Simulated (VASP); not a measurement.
# SrTiO3 (Pm-3m) in VASP: settings compared

The runs below take SrTiO3 through relaxation of cell and atoms, with PBE, r2SCAN, LDA.

All numbers are computed with VASP 6.6.1; they aren't measurements. Logs are shortened: lines on timing, memory, paths and dates and some standing lists are left out, and cuts for length are marked.

### 1 The structure

Symmetry: Pm-3m, No. 221, cubic system. Conventional cell: a = 3.905 Å, b = 3.905 Å, c = 3.905 Å, α = 90.00°, β = 90.00°, γ = 90.00°. Around Sr (site symmetry m-3m) lie 12 O at 2.76 Å. Ti (site symmetry m-3m) has 6 O at 1.95 Å as nearest neighbours. O (site symmetry 4/mmm) has 2 Ti at 1.95 Å as nearest neighbours.

### 2 Relaxation of cell and atoms, PBE

File INCAR:

```
SYSTEM = SrTiO3
PREC = Accurate ; ENCUT = 600
EDIFF = 1E-6 ; ISMEAR = 0
SIGMA = 0.03 ; LREAL = .FALSE.
LASPH = .TRUE. ; NELM = 80
ALGO = Normal ; ISIF = 3
LWAVE = .FALSE. ; LCHARG = .FALSE.
GGA = PE ; IBRION = 2
NSW = 90 ; EDIFFG = -0.01
```

File KPOINTS:

```
regular mesh
0
G
  8 8 8
  0 0 0
```

File POSCAR:

```
SrTiO3
1.0
    3.9052800000      0.0000000000      0.0000000000
    0.0000000000      3.9052800000      0.0000000000
    0.0000000000      0.0000000000      3.9052800000
Sr Ti O
1 1 3
Direct
    0.5000000000      0.5000000000      0.5000000000
    0.0000000000      0.0000000000      0.0000000000
    0.5000000000      0.0000000000      0.0000000000
    0.0000000000      0.5000000000      0.0000000000
    0.0000000000      0.0000000000      0.5000000000
```

Potentials or basis: VASP PAW PBE potentials, release 64 (Sr_sv, Ti_sv, O).

Launch:

```sh
cat potpaw_PBE.64/Sr_sv/POTCAR potpaw_PBE.64/Ti_sv/POTCAR potpaw_PBE.64/O/POTCAR > POTCAR
mpirun -np 1 vasp_std > vasp.out
```

OUTCAR:

```text
SYSTEM = SrTiO3
   PREC = Accurate
   ENCUT = 600
   EDIFF = 1E-6
   ISMEAR = 0
   LREAL = .FALSE.
   LASPH = .TRUE.
   NELM = 80
   ISIF = 3
   GGA = PE
   IBRION = 2
   NSW = 90
   EDIFFG = -0.01

 ion  position               nearest neighbor table
   1  0.500  0.500  0.500-   3 2.76   4 2.76   5 2.76   3 2.76   4 2.76   3 2.76   5 2.76   3 2.76
                             4 2.76   5 2.76   4 2.76   5 2.76   2 3.38   2 3.38   2 3.38   2 3.38
   2  0.000  0.000  0.000-   3 1.95   4 1.95   5 1.95   5 1.95   4 1.95   3 1.95   1 3.38   1 3.38
                             1 3.38   1 3.38   1 3.38   1 3.38   1 3.38   1 3.38
   3  0.500  0.000  0.000-   2 1.95   2 1.95   1 2.76   1 2.76   1 2.76   1 2.76
   4  0.000  0.500  0.000-   2 1.95   2 1.95   1 2.76   1 2.76   1 2.76   1 2.76
   5  0.000  0.000  0.500-   2 1.95   2 1.95   1 2.76   1 2.76   1 2.76   1 2.76

  LATTYP: Found a simple cubic cell.
 ALAT       =     3.9052800000

  Lattice vectors:

 A1 = (   3.9052800000,   0.0000000000,   0.0000000000)
 A2 = (   0.0000000000,   3.9052800000,   0.0000000000)
 A3 = (   0.0000000000,   0.0000000000,   3.9052800000)

Analysis of symmetry for initial positions (statically):
=====================================================================
 Subroutine PRICEL returns:
 Original cell was already a primitive cell.

 Routine SETGRP: Setting up the symmetry group for a
 simple cubic supercell.

 Subroutine GETGRP returns: Found 48 space group operations
 (whereof 48 operations were pure point group operations)
 out of a pool of 48 trial point group operations.

The static configuration has the point symmetry O_h .

Analysis of symmetry for dynamics (positions and initial velocities):
=====================================================================
 Subroutine PRICEL returns:
 Original cell was already a primitive cell.

 Routine SETGRP: Setting up the symmetry group for a
 simple cubic supercell.

 Subroutine GETGRP returns: Found 48 space group operations
 (whereof 48 operations were pure point group operations)
 out of a pool of 48 trial point group operations.

The dynamic configuration has the point symmetry O_h .

 Subroutine INISYM returns: Found 48 space group operations
 (whereof 48 operations are pure point group operations),
 and found     1 'primitive' translations

----------------------------------------------------------------------------------------

                                     Primitive cell

  volume of cell :      59.5603

  direct lattice vectors                    reciprocal lattice vectors
     3.905280000  0.000000000  0.000000000     0.256063586  0.000000000  0.000000000
     0.000000000  3.905280000  0.000000000     0.000000000  0.256063586  0.000000000
     0.000000000  0.000000000  3.905280000     0.000000000  0.000000000  0.256063586

  length of vectors
     3.905280000  3.905280000  3.905280000     0.256063586  0.256063586  0.256063586

  position of ions in fractional coordinates (direct lattice)
     0.500000000  0.500000000  0.500000000
     0.000000000  0.000000000  0.000000000
     0.500000000  0.000000000  0.000000000
     0.000000000  0.500000000  0.000000000
     0.000000000  0.000000000  0.500000000

  ion indices of the primitive-cell ions
   primitive index   ion index
                 1           1
                 2           2
                 3           3
                 4           4
                 5           5

----------------------------------------------------------------------------------------

 KPOINTS: regular mesh

Automatic generation of k-mesh.
 Grid dimensions read from file:
 generate k-points for:    8    8    8

 Generating k-lattice:

  Cartesian coordinates                     Fractional coordinates (reciprocal lattice)
     0.032007948  0.000000000  0.000000000     0.125000000  0.000000000  0.000000000
     0.000000000  0.032007948  0.000000000     0.000000000  0.125000000  0.000000000
     0.000000000  0.000000000  0.032007948     0.000000000  0.000000000  0.125000000

  Length of vectors
     0.032007948  0.032007948  0.032007948

  Shift w.r.t. Gamma in fractional coordinates (k-lattice)
     0.000000000  0.000000000  0.000000000

 Subroutine IBZKPT returns following result:
 ===========================================

 Found     35 irreducible k-points:

 Following reciprocal coordinates:
            Coordinates               Weight
  0.000000  0.000000  0.000000      1.000000
  0.125000  0.000000  0.000000      6.000000
  0.250000  0.000000  0.000000      6.000000
  0.375000  0.000000  0.000000      6.000000
  0.500000  0.000000  0.000000      3.000000
  0.125000  0.125000  0.000000     12.000000
[... 16 lines left out ...]
  0.375000  0.375000  0.125000     24.000000
  0.500000  0.375000  0.125000     24.000000
 [... further k-points ...]
   k-points           NKPTS =     35   k-points in BZ     NKDIM =     35   number of bands    NBANDS=     24
   number of dos      NEDOS =    301   number of ions     NIONS =      5
   total plane-waves  NPLWV =  32768
   dimension x,y,z NGX =    32 NGY =   32 NGZ =   32
   dimension x,y,z NGXF=    64 NGYF=   64 NGZF=   64
   ions per type =               1   1   3
   NGX,Y,Z   is equivalent  to a cutoff of  13.62, 13.62, 13.62 a.u.
   NGXF,Y,Z  is equivalent  to a cutoff of  27.24, 27.24, 27.24 a.u.
 SYSTEM =  SrTiO3
   PREC   = accura    normal or accurate (medium, high low for compatibility)
   ISTART =      0    job   : 0-new  1-cont  2-samecut
   ICHARG =      2    charge: 1-file 2-atom 10-const
   ISPIN  =      1    spin polarized calculation?
   LNONCOLLINEAR =      F non collinear calculations
   LSORBIT =      F    spin-orbit coupling
   LASPH  =      T    aspherical Exc in radial PAW
   ENCUT  =  600.0 eV  44.10 Ry    6.64 a.u.   7.80  7.80  7.80*2*pi/ulx,y,z
   NELM   =     80;   NELMIN=  2; NELMDL= -5     # of ELM steps
   EDIFF  = 0.1E-05   stopping-criterion for ELM
   LREAL  =      F    real-space projection
   EDIFFG = -.1E-01   stopping-criterion for IOM
   NSW    =     90    number of steps for IOM
   IBRION =      2    ionic relax: 0-MD 1-quasi-New 2-CG
   NFREE  =      1    steps in history (QN), initial steepest desc. (CG)
   ISIF   =      3    stress and relaxation
   ISYM   =      2    0-nonsym 1-usesym 2-fastsym
   POTIM  = 0.5000    time-step for ionic-motion
   TEBEG  =    0.0;   TEEND  =   0.0 temperature during run
   PSTRESS=    0.0 pullay stress
   NELECT =      40.0000    total number of electrons
   NUPDOWN=      -1.0000    fix difference up-down
   EMIN   =  10.00;   EMAX   =-10.00  energy-range for DOS
   EFERMI =   0.00;   METHOD = LEGACY
   ISMEAR =     0;   SIGMA  =   0.03  broadening in eV -4-tet -1-fermi 0-gaus
   EFERMI_NEDOS =   21; number of points for ismear=-14 and -15
   IALGO  =     38    algorithm
   IMIX   =      4    mixing-type and parameters
     AMIX     =   0.40;   BMIX     =  1.00
     AMIX_MAG =   1.60;   BMIX_MAG =  1.00
  volume/ion in A,a.u.               =      11.91        80.39
  Fermi-wavevector in a.u.,A,eV,Ry     =   1.433648  2.709203 27.964703  2.055348
  Thomas-Fermi vector in A             =   2.553143
   LORBIT       =      0    0 simple, 1 ext, 2 COOP (PROOUT), +10 PAW based schemes
   GGA     = PE    functional components
   LHFCALC =     F    Hartree Fock is set to
   AEXX    =    0.0000 exact exchange contribution
   IVDW    =     0    specifies the selected vdW correction
   LEPSILON=     F    determine dielectric tensor
   LRPA    =     F    only Hartree local field effects (RPA)
 conjugate gradient relaxation of ions
 non-spin polarized calculation
 Gauss-broadening in eV      SIGMA  =   0.03
  energy-cutoff  :      600.00
  volume of cell :       59.56
 maximum number of plane-waves:      2008
 NGX is ok and might be reduce to    32
   NGX = 15   NGY = 15   NGZ = 15

--------------------------------------- Ionic step        1  -------------------------------------------

 number of electron      39.9999979 magnetization

 Free energy of the ion-electron system (eV)
  ---------------------------------------------------
  ext. energy  EPLUGINS =         0.00000000
  ---------------------------------------------------
  free energy    TOTEN  =       -40.08373149 eV

  energy without entropy =      -40.08373149  energy(sigma->0) =      -40.08373149

------------------------ aborting loop because EDIFF is reached ----------------------------------------

  FORCE on cell =-STRESS in cart. coord.  units (eV):
  Direction    XX          YY          ZZ          XY          YZ          ZX
  --------------------------------------------------------------------------------------
  -------------------------------------------------------------------------------------
  Total        1.7434942      1.7434942      1.7434942     -0.0000000      0.0000000     -0.0000000
  in kB       46.9001847     46.9001847     46.9001847     -0.0000000      0.0000000     -0.0000000
  external PRESSURE =      46.9001847 kB  Pullay stress =       0.0000000 kB

 VOLUME and BASIS-vectors are now :
 -----------------------------------------------------------------------------
  energy-cutoff  :      600.00
  volume of cell :       59.56
      direct lattice vectors                 reciprocal lattice vectors
     3.905280000  0.000000000  0.000000000     0.256063586  0.000000000  0.000000000
     0.000000000  3.905280000  0.000000000     0.000000000  0.256063586  0.000000000
     0.000000000  0.000000000  3.905280000     0.000000000  0.000000000  0.256063586
[... 40 lines left out ...]
 POSITION                                       TOTAL-FORCE (eV/Angst)
 -----------------------------------------------------------------------------------
      1.98549      1.98549      1.98549        -0.000000      0.000000      0.000000
      0.00000      0.00000      0.00000         0.000000     -0.000000      0.000000
      1.98549     -0.00000     -0.00000         0.000000     -0.000000      0.000000
     -0.00000      1.98549     -0.00000         0.000000     -0.000000      0.000000
      0.00000      0.00000      1.98549         0.000000      0.000000      0.000000
 -----------------------------------------------------------------------------------
    total drift:                                0.000000      0.000000     -0.000000

  FREE ENERGIE OF THE ION-ELECTRON SYSTEM (eV)
  ---------------------------------------------------
  free  energy   TOTEN  =       -40.0894660664 eV

  energy  without entropy=      -40.0894660664  energy(sigma->0) =      -40.08946607

--------------------------------------- Ionic step        3  -------------------------------------------

 number of electron      39.9999974 magnetization

 Free energy of the ion-electron system (eV)
  ---------------------------------------------------
  ext. energy  EPLUGINS =         0.00000000
  ---------------------------------------------------
  free energy    TOTEN  =       -40.10690156 eV

  energy without entropy =      -40.10690156  energy(sigma->0) =      -40.10690156

 E-fermi :   4.1502     XC(G=0): -11.1291

 val. band max:        3.9456697391   @ k =   0.5000   0.5000   0.5000
 cond. band min:       5.7522738988   @ k =   0.0000   0.0000   0.0000
 fundamental gap:      1.8066041597
 Fermi energy:         4.1502352498

 k-point     1 :       0.0000    0.0000    0.0000
  band No.  band energies     occupation
      1     -52.6285      2.00000
      2     -28.9272      2.00000
      3     -28.8580      2.00000
      4     -28.8580      2.00000
      5     -28.8580      2.00000
      6     -13.3848      2.00000
[... 16 lines left out ...]
     23       5.7523      0.00000
     24       8.0631      0.00000
[... 598 lines left out ...]
      2     -28.9426      2.00000
      3     -28.9089      2.00000
      4     -28.8659      2.00000
      5     -28.8626      2.00000
      6     -12.9082      2.00000
[... 16 lines left out ...]
     23       7.9468      0.00000
     24       9.4598      0.00000

 [... further k-points ...]

------------------------ aborting loop because EDIFF is reached ----------------------------------------

  FORCE on cell =-STRESS in cart. coord.  units (eV):
  Direction    XX          YY          ZZ          XY          YZ          ZX
  --------------------------------------------------------------------------------------
  -------------------------------------------------------------------------------------
  Total       -0.0063925     -0.0063925     -0.0063925      0.0000000      0.0000000     -0.0000000
  in kB       -0.1674264     -0.1674264     -0.1674264      0.0000000      0.0000000     -0.0000000
  external PRESSURE =      -0.1674264 kB  Pullay stress =       0.0000000 kB

 VOLUME and BASIS-vectors are now :
 -----------------------------------------------------------------------------
  energy-cutoff  :      600.00
  volume of cell :       61.17
      direct lattice vectors                 reciprocal lattice vectors
     3.940204829 -0.000000000 -0.000000000     0.253793913  0.000000000 -0.000000000
    -0.000000000  3.940204829 -0.000000000     0.000000000  0.253793913 -0.000000000
     0.000000000  0.000000000  3.940204829     0.000000000  0.000000000  0.253793913

 POSITION                                       TOTAL-FORCE (eV/Angst)
 -----------------------------------------------------------------------------------
      1.97010      1.97010      1.97010        -0.000000      0.000000      0.000000
      0.00000      0.00000      0.00000        -0.000000     -0.000000      0.000000
      1.97010     -0.00000     -0.00000        -0.000000     -0.000000      0.000000
     -0.00000      1.97010     -0.00000         0.000000     -0.000000      0.000000
      0.00000      0.00000      1.97010         0.000000      0.000000      0.000000
 -----------------------------------------------------------------------------------
    total drift:                                0.000000      0.000000     -0.000000

  FREE ENERGIE OF THE ION-ELECTRON SYSTEM (eV)
  ---------------------------------------------------
  free  energy   TOTEN  =       -40.1069015645 eV

  energy  without entropy=      -40.1069015645  energy(sigma->0) =      -40.10690156

 reached required accuracy - stopping structural energy minimisation
```

It took 50 s on 1 thread of Intel Xeon 6975P-C (Granite Rapids), shared host; peak memory 0.23 GiB.

What came out:

| Quantity | Value |
| --- | --- |
| Free energy | -40.1069 eV |
| Relaxed volume | 12.23 Å³/atom |
| Relaxed cell | a = 3.940 Å, b = 3.940 Å, c = 3.940 Å, α = 90.00°, β = 90.00°, γ = 90.00° |
| Space group after relaxing (to 0.05 Å) | Pm-3m (No. 221) |
| Energy gained by relaxing | 4.6 meV/atom |
| Ionic steps | 3 |
| Pressure after relaxing | 0.0 GPa |
| Band gap on the k mesh | 1.81 eV, indirect (least direct gap 2.18 eV) |

Step by step:
| step | energy change (eV) | largest force (eV/Å) | pressure (GPa) | volume (Å³) |
| --- | --- | --- | --- | --- |
| 1 | 0.0000 | 0.0000 | 4.69 | 59.56 |
| 2 | -0.0057 | 0.0000 | -3.75 | 62.62 |
| 3 | -0.0232 | 0.0000 | -0.02 | 61.17 |

Final structure:
```yaml
crystal:
  lattice:
    - [3.94020, 0.00000, 0.00000]
    - [0.00000, 3.94020, 0.00000]
    - [0.00000, 0.00000, 3.94020]
  atoms:
    - { symbol: Sr, position: [0.50000, 0.50000, 0.50000] }
    - { symbol: Ti, position: [0.00000, 0.00000, 0.00000] }
    - { symbol: O, position: [0.50000, 0.00000, 0.00000] }
    - { symbol: O, position: [0.00000, 0.50000, 0.00000] }
    - { symbol: O, position: [0.00000, 0.00000, 0.50000] }
```

A k mesh can miss the band edges. Zero-point motion and thermal expansion aren't in these numbers.

### 3 Relaxation of cell and atoms, PBE

This run uses another cell than the first one, of 12.23 Å³/atom, 1.027 times its volume.

File INCAR:

```
SYSTEM = SrTiO3
PREC = Accurate ; ENCUT = 600
EDIFF = 1E-7 ; ISMEAR = 0
SIGMA = 0.03 ; LREAL = .FALSE.
LASPH = .TRUE. ; NELM = 80
ALGO = Normal ; ISIF = 3
LWAVE = .FALSE. ; LCHARG = .FALSE.
GGA = PE ; IBRION = 2
NSW = 90 ; EDIFFG = -0.005
```

KPOINTS is that of step 2.

File POSCAR:

```
SrTiO3                                  
1.0
    3.9402048293     -0.0000000000     -0.0000000000
   -0.0000000000      3.9402048293     -0.0000000000
    0.0000000000      0.0000000000      3.9402048293
  Sr              Ti              O             
     1     1     3
Direct
     0.5000000000000000    0.5000000000000000    0.5000000000000000
     0.0000000000000000    0.0000000000000000    0.0000000000000000
     0.5000000000000000    0.0000000000000000    0.0000000000000000
     0.0000000000000000    0.5000000000000000    0.0000000000000000
     0.0000000000000000    0.0000000000000000    0.5000000000000000
```

Potentials or basis: VASP PAW PBE potentials, release 64 (Sr_sv, Ti_sv, O).

Launch:

```sh
cat potpaw_PBE.64/Sr_sv/POTCAR potpaw_PBE.64/Ti_sv/POTCAR potpaw_PBE.64/O/POTCAR > POTCAR
mpirun -np 1 vasp_std > vasp.out
```

Run time: 24 s. Hardware: 1 thread of Intel Xeon 6975P-C (Granite Rapids), shared host; peak memory 0.22 GiB.

The run converged. Its results:

```
Free energy             : -40.1103 eV
Pressure after relaxing : -0.1 GPa
Band gap on the k mesh  : 1.81 eV, indirect (least direct gap 2.18 eV)
```

Final structure:
```cif
data_structure
_symmetry_space_group_name_H-M 'P 1'
_symmetry_Int_Tables_number 1
_cell_length_a 3.9402
_cell_length_b 3.9402
_cell_length_c 3.9402
_cell_angle_alpha 90.000
_cell_angle_beta 90.000
_cell_angle_gamma 90.000
_cell_volume 61.17
loop_
_atom_site_label
_atom_site_type_symbol
_atom_site_fract_x
_atom_site_fract_y
_atom_site_fract_z
_atom_site_occupancy
Sr1 Sr 0.50000 0.50000 0.50000 1
Ti1 Ti 0.00000 0.00000 0.00000 1
O1 O 0.50000 0.00000 0.00000 1
O2 O 0.00000 0.50000 0.00000 1
O3 O 0.00000 0.00000 0.50000 1
```

Levels at points of the mesh, in eV from the valence-band top:
```tsv
k point	band 17	band 18	band 19	band 20	band 21	band 22	band 23	band 24
(0.00, 0.00, 0.00)	-1.13	-0.37	-0.37	-0.37	1.81	1.81	1.81	4.12
(0.50, 0.00, 0.00)	-2.29	-1.90	-0.73	-0.73	1.96	3.64	3.64	4.13
(0.50, 0.50, 0.00)	-1.74	-1.54	-1.54	-0.09	3.65	3.65	4.09	5.05
(0.50, 0.50, 0.50)	-3.66	0.00	0.00	0.00	4.29	4.29	4.29	6.84
```

Caveat: the relaxation stopped at its first step, so nothing moved. A k mesh can miss the band edges.

(Part 1 of 2 ends here.)
